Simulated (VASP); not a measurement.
# KMgF3 (Pm-3m) in VASP: notebook, part 2 of 2

VASP 6.6.1. Earlier steps stand in the parts before.

## 4. Band structure, TB-mBJ

The input, POSCAR:

```
KMgF3
1.0
    3.9859000000      0.0000000000      0.0000000000
    0.0000000000      3.9859000000      0.0000000000
    0.0000000000      0.0000000000      3.9859000000
K Mg F
1 1 3
Direct
    0.5000000000      0.5000000000      0.5000000000
    0.0000000000      0.0000000000      0.0000000000
    0.0000000000      0.0000000000      0.5000000000
    0.0000000000      0.5000000000      0.0000000000
    0.5000000000      0.0000000000      0.0000000000
```

The input, INCAR.step1:

```
SYSTEM = KMgF3
PREC     = Accurate       ! precision mode
ENCUT    = 520            ! plane-wave cutoff, eV
EDIFF    = 1E-5           ! SCF threshold, eV
ISMEAR   = 0              ! smearing method
SIGMA    = 0.02           ! smearing width, eV
LREAL    = .FALSE.        ! projectors in reciprocal space
LASPH    = .TRUE.         ! aspherical terms in the spheres
NELM     = 100            ! most SCF steps
ALGO     = Normal         ! electronic algorithm
ISIF     = 2              ! what is computed and relaxed
LWAVE    = .TRUE.         ! write WAVECAR
LCHARG   = .FALSE.        ! write CHGCAR
GGA      = PE             ! functional
KPAR     = 2
```

The input, INCAR.step2:

```
SYSTEM = KMgF3
PREC     = Accurate       ! precision mode
ENCUT    = 520            ! plane-wave cutoff, eV
EDIFF    = 1E-7           ! SCF threshold, eV
ISMEAR   = 0              ! smearing method
SIGMA    = 0.02           ! smearing width, eV
LREAL    = .FALSE.        ! projectors in reciprocal space
LASPH    = .TRUE.         ! aspherical terms in the spheres
NELM     = 100            ! most SCF steps
ALGO     = Normal         ! electronic algorithm
ISIF     = 2              ! what is computed and relaxed
LWAVE    = .FALSE.        ! write WAVECAR
LCHARG   = .FALSE.        ! write CHGCAR
METAGGA  = MBJ            ! meta-GGA
ISTART   = 1            
KPAR     = 2
```

The input, KPOINTS:

```
Automatic mesh
0
G
  8 8 8
  0 0 0
```

The input, KPOINTS_OPT:

```
path GXMGRX,MR
15
line-mode
reciprocal
 0.0000000000  0.0000000000  0.0000000000  G
 0.0000000000  0.5000000000  0.0000000000  X

 0.0000000000  0.5000000000  0.0000000000  X
 0.5000000000  0.5000000000  0.0000000000  M

 0.5000000000  0.5000000000  0.0000000000  M
 0.0000000000  0.0000000000  0.0000000000  G

 0.0000000000  0.0000000000  0.0000000000  G
 0.5000000000  0.5000000000  0.5000000000  R

 0.5000000000  0.5000000000  0.5000000000  R
 0.0000000000  0.5000000000  0.0000000000  X

 0.5000000000  0.5000000000  0.0000000000  M
 0.5000000000  0.5000000000  0.5000000000  R
```

Potentials or basis: VASP PAW PBE potentials, release 64 (K_sv, Mg, F).

Command:

```
$ cat potpaw_PBE.64/K_sv/POTCAR potpaw_PBE.64/Mg/POTCAR potpaw_PBE.64/F/POTCAR > POTCAR
$ cp INCAR.step1 INCAR
$ mpirun -np 2 vasp_std > vasp.out
$ cp INCAR.step2 INCAR
$ mpirun -np 2 vasp_std > vasp.out
```

OUTCAR:

```text
SYSTEM = KMgF3
   PREC = Accurate
   ENCUT = 520
   EDIFF = 1E-7
   ISMEAR = 0
   LREAL = .FALSE.
   LASPH = .TRUE.
   NELM = 100
   ISIF = 2
   METAGGA = MBJ
   ISTART = 1

 ion  position               nearest neighbor table
   1  0.500  0.500  0.500-   3 2.82   4 2.82   5 2.82   4 2.82   5 2.82   3 2.82   5 2.82   5 2.82
                             3 2.82   4 2.82   4 2.82   3 2.82   2 3.45   2 3.45   2 3.45   2 3.45
   2  0.000  0.000  0.000-   3 1.99   4 1.99   5 1.99   3 1.99   4 1.99   5 1.99   1 3.45   1 3.45
                             1 3.45   1 3.45   1 3.45   1 3.45   1 3.45   1 3.45
   3  0.000  0.000  0.500-   2 1.99   2 1.99   1 2.82   1 2.82   1 2.82   1 2.82
   4  0.000  0.500  0.000-   2 1.99   2 1.99   1 2.82   1 2.82   1 2.82   1 2.82
   5  0.500  0.000  0.000-   2 1.99   2 1.99   1 2.82   1 2.82   1 2.82   1 2.82

  LATTYP: Found a simple cubic cell.
 ALAT       =     3.9859000000

  Lattice vectors:

 A1 = (   3.9859000000,   0.0000000000,   0.0000000000)
 A2 = (   0.0000000000,   3.9859000000,   0.0000000000)
 A3 = (   0.0000000000,   0.0000000000,   3.9859000000)

Analysis of symmetry for initial positions (statically):
=====================================================================
 Subroutine PRICEL returns:
 Original cell was already a primitive cell.

 Routine SETGRP: Setting up the symmetry group for a
 simple cubic supercell.

 Subroutine GETGRP returns: Found 48 space group operations
 (whereof 48 operations were pure point group operations)
 out of a pool of 48 trial point group operations.

The static configuration has the point symmetry O_h .

Analysis of symmetry for dynamics (positions and initial velocities):
=====================================================================
 Subroutine PRICEL returns:
 Original cell was already a primitive cell.

 Routine SETGRP: Setting up the symmetry group for a
 simple cubic supercell.

 Subroutine GETGRP returns: Found 48 space group operations
 (whereof 48 operations were pure point group operations)
 out of a pool of 48 trial point group operations.

The dynamic configuration has the point symmetry O_h .

 Subroutine INISYM returns: Found 48 space group operations
 (whereof 48 operations are pure point group operations),
 and found     1 'primitive' translations

----------------------------------------------------------------------------------------

                                     Primitive cell

  volume of cell :      63.3256

  direct lattice vectors                    reciprocal lattice vectors
     3.985900000  0.000000000  0.000000000     0.250884367  0.000000000  0.000000000
     0.000000000  3.985900000  0.000000000     0.000000000  0.250884367  0.000000000
     0.000000000  0.000000000  3.985900000     0.000000000  0.000000000  0.250884367

  length of vectors
     3.985900000  3.985900000  3.985900000     0.250884367  0.250884367  0.250884367

  position of ions in fractional coordinates (direct lattice)
     0.500000000  0.500000000  0.500000000
     0.000000000  0.000000000  0.000000000
     0.000000000  0.000000000  0.500000000
     0.000000000  0.500000000  0.000000000
     0.500000000  0.000000000  0.000000000

  ion indices of the primitive-cell ions
   primitive index   ion index
                 1           1
                 2           2
                 3           3
                 4           4
[... 25 lines left out ...]

 Found     35 irreducible k-points:

 Following reciprocal coordinates:
            Coordinates               Weight
  0.000000  0.000000  0.000000      1.000000
  0.125000  0.000000  0.000000      6.000000
  0.250000  0.000000  0.000000      6.000000
  0.375000  0.000000  0.000000      6.000000
  0.500000  0.000000  0.000000      3.000000
  0.125000  0.125000  0.000000     12.000000
[... 16 lines left out ...]
  0.375000  0.375000  0.125000     24.000000
  0.500000  0.375000  0.125000     24.000000
 [... further k-points ...]
   k-points           NKPTS =     35   k-points in BZ     NKDIM =     35   number of bands    NBANDS=     20
   number of dos      NEDOS =    301   number of ions     NIONS =      5
   total plane-waves  NPLWV =  27000
   dimension x,y,z NGX =    30 NGY =   30 NGZ =   30
   dimension x,y,z NGXF=    60 NGYF=   60 NGZF=   60
   ions per type =               1   1   3
   NGX,Y,Z   is equivalent  to a cutoff of  12.51, 12.51, 12.51 a.u.
   NGXF,Y,Z  is equivalent  to a cutoff of  25.03, 25.03, 25.03 a.u.
 SYSTEM =  KMgF3
   PREC   = accura    normal or accurate (medium, high low for compatibility)
   ISTART =      1    job   : 0-new  1-cont  2-samecut
   ICHARG =      0    charge: 1-file 2-atom 10-const
   ISPIN  =      1    spin polarized calculation?
   LNONCOLLINEAR =      F non collinear calculations
   LSORBIT =      F    spin-orbit coupling
   LASPH  =      T    aspherical Exc in radial PAW
   ENCUT  =  520.0 eV  38.22 Ry    6.18 a.u.   7.41  7.41  7.41*2*pi/ulx,y,z
   NELM   =    100;   NELMIN=  2; NELMDL=  0     # of ELM steps
   EDIFF  = 0.1E-06   stopping-criterion for ELM
   LREAL  =      F    real-space projection
   EDIFFG = 0.1E-05   stopping-criterion for IOM
   NSW    =      0    number of steps for IOM
   IBRION =     -1    ionic relax: 0-MD 1-quasi-New 2-CG
   NFREE  =      0    steps in history (QN), initial steepest desc. (CG)
   ISIF   =      2    stress and relaxation
   ISYM   =      2    0-nonsym 1-usesym 2-fastsym
   POTIM  = 0.5000    time-step for ionic-motion
   TEBEG  =    0.0;   TEEND  =   0.0 temperature during run
   PSTRESS=    0.0 pullay stress
   NELECT =      32.0000    total number of electrons
   NUPDOWN=      -1.0000    fix difference up-down
   EMIN   =  10.00;   EMAX   =-10.00  energy-range for DOS
   EFERMI =   0.00;   METHOD = LEGACY
   ISMEAR =     0;   SIGMA  =   0.02  broadening in eV -4-tet -1-fermi 0-gaus
   EFERMI_NEDOS =   21; number of points for ismear=-14 and -15
   IALGO  =     38    algorithm
   IMIX   =      4    mixing-type and parameters
     AMIX     =   0.40;   BMIX     =  1.00
     AMIX_MAG =   1.60;   BMIX_MAG =  1.00
  volume/ion in A,a.u.               =      12.67        85.47
  Fermi-wavevector in a.u.,A,eV,Ry     =   1.303962  2.464132 23.134232  1.700318
  Thomas-Fermi vector in A             =   2.434930
   LORBIT       =      0    0 simple, 1 ext, 2 COOP (PROOUT), +10 PAW based schemes
   METAGGA = MBJ    functional components
   LHFCALC =     F    Hartree Fock is set to
   AEXX    =    0.0000 exact exchange contribution
   IVDW    =     0    specifies the selected vdW correction
   LEPSILON=     F    determine dielectric tensor
   LRPA    =     F    only Hartree local field effects (RPA)
 non-spin polarized calculation
 Gauss-broadening in eV      SIGMA  =   0.02
  energy-cutoff  :      520.00
  volume of cell :       63.33
 maximum number of plane-waves:      1743
 NGX is ok and might be reduce to    30
   NGX = 15   NGY = 15   NGZ = 15

 number of electron      31.9999958 magnetization

 Free energy of the ion-electron system (eV)
  ---------------------------------------------------
  ext. energy  EPLUGINS =         0.00000000
  ---------------------------------------------------
  free energy    TOTEN  =        97.32309579 eV

  energy without entropy =       97.32309579  energy(sigma->0) =       97.32309579

 E-fermi :   0.1226     XC(G=0):  -5.6755

 val. band max:       -0.0545083370   @ k =   0.5000   0.5000   0.5000
 cond. band min:      10.7254661563   @ k =   0.0000   0.0000   0.0000
 fundamental gap:     10.7799744933
 Fermi energy:         0.1226493396

 k-point     1 :       0.0000    0.0000    0.0000
  band No.  band energies     occupation
      1     -27.3603      2.00000
      2     -22.1179      2.00000
      3     -21.6738      2.00000
      4     -21.6738      2.00000
      5     -10.0142      2.00000
      6     -10.0142      2.00000
[... 541 lines left out ...]
     19      13.6418      0.00000
     20      13.7209      0.00000

 [... further k-points ...]
[... 5 lines left out ...]
  --------------------------------------------------------------------------------------
  -------------------------------------------------------------------------------------
  Total      -65.7260729    -65.7260729    -65.7260729     -0.0000000      0.0000000     -0.0000000
  in kB    -1662.9112457  -1662.9112457  -1662.9112457     -0.0000000      0.0000000     -0.0000000
  external PRESSURE =   -1662.9112457 kB  Pullay stress =       0.0000000 kB

 VOLUME and BASIS-vectors are now :
 -----------------------------------------------------------------------------
  energy-cutoff  :      520.00
  volume of cell :       63.33
      direct lattice vectors                 reciprocal lattice vectors
     3.985900000  0.000000000  0.000000000     0.250884367  0.000000000  0.000000000
     0.000000000  3.985900000  0.000000000     0.000000000  0.250884367  0.000000000
     0.000000000  0.000000000  3.985900000     0.000000000  0.000000000  0.250884367

 POSITION                                       TOTAL-FORCE (eV/Angst)
 -----------------------------------------------------------------------------------
      1.99295      1.99295      1.99295         0.000000      0.000000      0.000000
      0.00000      0.00000      0.00000         0.000000      0.000000      0.000000
      0.00000      0.00000      1.99295         0.000000      0.000000      0.000000
      0.00000      1.99295      0.00000         0.000000      0.000000      0.000000
      1.99295      0.00000      0.00000         0.000000      0.000000      0.000000
 -----------------------------------------------------------------------------------
    total drift:                                0.000000     -0.000000      0.000000

  FREE ENERGIE OF THE ION-ELECTRON SYSTEM (eV)
  ---------------------------------------------------
  free  energy   TOTEN  =        97.3230957900 eV

  energy  without entropy=       97.3230957900  energy(sigma->0) =       97.32309579
```

It took 2.9 min on 2 MPI ranks of Intel Xeon Platinum 8488C (Sapphire Rapids), shared host; peak memory 0.22 GiB.

What came out:

```yaml
Band_gap_on_the_k_mesh: 10.78 eV, indirect (least direct gap 11.08 eV)
Band_gap_along_the_path: 10.78 eV, indirect (least direct gap 11.08 eV)
```

Levels at the corners of the path, in eV from the valence-band top:
| point | band 14 | band 15 | band 16 | band 17 | band 18 | band 19 |
| --- | --- | --- | --- | --- | --- | --- |
| Γ | -0.30 | -0.30 | -0.30 | 10.78 | 12.47 | 12.47 |
| X | -0.63 | -0.44 | -0.44 | 12.96 | 13.13 | 13.75 |
| X | -0.63 | -0.44 | -0.44 | 12.96 | 13.13 | 13.75 |
| M | -0.70 | -0.70 | -0.01 | 12.86 | 13.62 | 14.02 |
| M | -0.70 | -0.70 | -0.01 | 12.86 | 13.62 | 14.02 |
| Γ | -0.30 | -0.30 | -0.30 | 10.78 | 12.47 | 12.47 |
| Γ | -0.30 | -0.30 | -0.30 | 10.78 | 12.47 | 12.47 |
| R | 0.00 | 0.00 | 0.00 | 12.58 | 12.58 | 12.58 |
| R | 0.00 | 0.00 | 0.00 | 12.58 | 12.58 | 12.58 |
| X | -0.63 | -0.44 | -0.44 | 12.96 | 13.13 | 13.73 |
| M | -0.70 | -0.70 | -0.01 | 12.86 | 13.62 | 14.02 |
| R | 0.00 | 0.00 | 0.00 | 12.58 | 12.58 | 12.58 |

Caveat: the PAW data sets were made with another functional, which shifts forces and pressure a little.

## 5. For comparison

An earlier run on the cell as given: functional PBE; potentials or basis VASP PAW PBE potentials, release 64 (K_sv, Mg, F); cutoff 520 eV; k mesh 7 × 7 × 7; occupations fermi-dirac, width 0.05 eV; no spin polarisation.

* Pressure: 3.4 GPa
* Band gap on the k mesh: 7.34 eV, indirect (least direct gap 7.63 eV)

## 6. Overview

```tsv
task	level	k mesh	smearing	ladder	gap on the mesh (eV)	pressure (GPa)
band structure	PBEsol	8 × 8 × 8	gaussian 0.02 eV	gaps	7.12	-0.1
band structure	r2SCAN	8 × 8 × 8	gaussian 0.02 eV	gaps	8.25	-0.9
band structure	TB-mBJ	8 × 8 × 8	gaussian 0.02 eV	gaps	10.78	-
single point	PBE	7 × 7 × 7	fermi-dirac 0.05 eV	-	7.34	3.4
```

Alike in all rows: potentials or basis VASP PAW PBE potentials, release 64 (K_sv, Mg, F); no spin polarisation; cell as given; cutoff (eV) 520.

On the cell as given the gap runs from 7.12 eV (PBEsol) to 10.78 eV (TB-mBJ); the meshes differ, which moves gaps too. The pressure there spans -0.9 GPa (r2SCAN) to 3.4 GPa (PBE); a positive pressure means that this level wants a larger cell, a negative one a smaller.

Caveats: the PAW data sets were made with another functional, which shifts forces and pressure a little (some runs); an odd mesh through Γ misses points on the zone boundary, where band edges often lie (some runs).

Total energies depend on the potentials used, so only differences within one code and one set of settings carry meaning.
